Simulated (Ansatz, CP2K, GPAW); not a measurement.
Cd: 3 runs at one level of theory

```
CELL_PARAMETERS angstrom
2.97887 0.00000 0.00000
-1.48944 2.57978 0.00000
0.00000 0.00000 5.61765
ATOMIC_POSITIONS crystal
Cd 0.66667 0.33333 0.75000
Cd 0.33333 0.66667 0.25000
```

Alike in all runs: task single point; functional RPBE; k mesh 10 × 10 × 5; occupations gaussian, width 0.02 eV; no spin polarisation; no spin-orbit coupling. Pressure is positive in compression and, in plane waves, holds the error of the finite cutoff.

| program and potentials | plane-wave cutoff (eV) | notes | pressure (GPa) |
| --- | --- | --- | --- |
| Ansatz, all-electron LAPW, scalar-relativistic | - | - | 5.56 |
| GPAW, the program's PAW data sets (release 1.2.1) made for this functional | 600 | - | 4.99 |
| CP2K, POTENTIAL_UZH Cd GTH-PBE-q12; TZVP-MOLOPT-PBE-GTH basis | - | atomic basis; potentials made for PBE | 5.38 |

The pressure spans 4.99 (GPAW, the program's PAW data sets (release 1.2.1) made for this functional) to 5.56 GPa (Ansatz, all-electron LAPW, scalar-relativistic), with all-electron results at 5.56. Rows in atomic bases carry the error of their basis and grid, which can be large.

The functional is the same throughout but for its coding, so the spread measures potentials, basis and numerics; runs on potential files found faulty are left out.
